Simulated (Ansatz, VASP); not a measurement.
# CaSe in VASP and in Ansatz

```
CELL_PARAMETERS angstrom
0.00000 2.95600 2.95600
3.01512 0.00000 2.95600
3.01512 2.95600 0.00000
ATOMIC_POSITIONS crystal
Se 0.50000 0.50000 0.50000
Ca 0.00000 0.00000 0.00000
```

Change from the starting cell: strain = 0.02.

Alike in both runs: task relaxation of the atoms; functional PBE; k mesh 8 × 8 × 8; occupations fermi-dirac, width 0.05 eV; no spin polarisation.

```csv
,VASP,Ansatz
version,VASP 6.6.1,Ansatz 0.2.0
potentials or method,"VASP PAW PBE potentials, release 64 (Se, Ca_sv)",Ansatz PAW
plane-wave cutoff (eV),520,420
valence electrons in the cell,16,26
```

```csv
,VASP,Ansatz,Ansatz less VASP
"gap on the k mesh at the Fermi level, each at its own relaxed structure (eV)",2.06,2.07,+0.009
```

The two sets of potentials don't hold the same shells in valence.

Caveats: the relaxation stopped at its first step, so nothing moved. A k mesh can miss the band edges.
